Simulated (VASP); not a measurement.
Runs of VASP 6.6.1 on TePb. It takes space group Fm-3m (No. 225, cubic). The conventional cell has a = 6.462 Å, b = 6.462 Å, c = 6.462 Å, α = 90.00°, β = 90.00°, γ = 90.00°. Te (site symmetry m-3m) has 6 Pb at 3.23 Å as nearest neighbours. Around Pb (site symmetry m-3m) lie 6 Te at 3.23 Å. 

```tsv
task	level	potentials or basis	cell	k mesh	cutoff (eV)	mesh quality	gap on the mesh (eV)	pressure (GPa)	relaxed volume (Å³/atom)
relaxation of cell and atoms	PBEsol	VASP PAW PBE potentials, release 64 (Te, Pb_d)	relaxed	8 × 8 × 8	600	not flagged	0.65	0.0	33.44
single point	LDA	VASP PAW LDA potentials, release 64 (Te, Pb_d)	as given	6 × 6 × 6	520	not flagged	0.64	-1.6	-
relaxation of cell and atoms	PBE+D3(BJ)	VASP PAW PBE potentials, release 64 (Te, Pb_d)	relaxed	8 × 8 × 8	600	not flagged	0.74	0.0	33.86
relaxation of cell and atoms	LDA	VASP PAW LDA potentials, release 64 (Te, Pb_d)	relaxed	8 × 8 × 8	600	not flagged	0.56	0.0	32.55
single point	PBE	VASP PAW PBE potentials, release 64 (Te, Pb_d)	as given	6 × 6 × 6	520	not flagged	0.73	2.1	-
relaxation of cell and atoms	r2SCAN	VASP PAW PBE potentials, release 64 (Te, Pb_d)	relaxed	8 × 8 × 8	600	not flagged	1.09	0.0	34.89
relaxation of cell and atoms	AM05	VASP PAW PBE potentials, release 64 (Te, Pb_d)	relaxed	8 × 8 × 8	600	not flagged	0.72	0.0	33.81
relaxation of cell and atoms	RPBE	VASP PAW PBE potentials, release 64 (Te, Pb_d)	relaxed	8 × 8 × 8	600	not flagged	(b)	0.0	(c)
single point	PBEsol	VASP PAW PBE potentials, release 64 (Te, Pb_d)	as given	6 × 6 × 6	520	not flagged	0.67	-0.4	-
relaxation of cell and atoms	PBE	VASP PAW PBE potentials, release 64 (Te, Pb_d)	relaxed	8 × 8 × 8	600	not flagged	(a)	0.0	35.42
relaxation of cell and atoms	PBE	VASP PAW PBE potentials, release 64 (Te, Pb)	relaxed	4 × 4 × 4	300	coarse	0.82	0.0	35.29
```

Alike in all rows: no spin polarisation; smearing gaussian 0.03 eV.

Task: Fill in the values left out.

Result: (a) 0.83; (b) 0.97; (c) 36.80.

Caveats: some runs use coarse meshes; spin-orbit coupling is left out, which as a rule narrows the gap of such compounds by several tenths of an eV; the PAW data sets were made with another functional, which shifts forces and pressure a little (some runs).

A k mesh can miss the band edges, and the runs leave out spin-orbit coupling on Pb, Te.

Not every run made on this cell is shown here.
